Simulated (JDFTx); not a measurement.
**Pt under changes of volume**

One of the cells (15.080 Å³/atom); the others are scaled copies at fixed shape and fractional positions:

```
CELL_PARAMETERS angstrom
0.00000 1.96090 1.96090
1.96090 0.00000 1.96090
1.96090 1.96090 0.00000
ATOMIC_POSITIONS crystal
Pt 0.00000 0.00000 0.00000
```

* Program: JDFTx 1.7.0 (patched build)
* Functional: LDA
* Potentials or basis: PseudoDojo-SR-LDA-0.4.1-standard with smoothed tails
* Cutoff: 1034 eV
* Density cutoff: 4136 eV
* k mesh: 12 × 12 × 12
* Occupations: fermi-dirac, width 0.05 eV
* Spin: no spin polarisation

```csv
volume (Å³/atom),energy over the lowest point (meV/atom),pressure (GPa)
14.175,21.87,12.4
14.477,4.35,4.9
14.778,0.00,-1.7
15.080,7.32,-7.4
15.381,24.87,-12.5
15.683,?,?
15.985,85.86,-20.9
```

Task: What does the run at 15.683 Å³/atom give?

Result: Energy over the lowest point 51.42 meV/atom; pressure -17.0 GPa.

Worked out: A Birch-Murnaghan fit of order 3 (a polynomial in V^(-2/3)) to the other rows has its minimum at 14.73 Å³/atom with B0 = V·E''(V) = 307 GPa and B' = 5.3. It gives 51.40 meV/atom at 15.683 Å³/atom, against the run's 51.42, and -dE/dV = -16.3 GPa, against -17.0.

Energies are extrapolated to zero smearing.

Caveats: the cutoff is short for these files and lowers the pressure by up to 1 GPa.
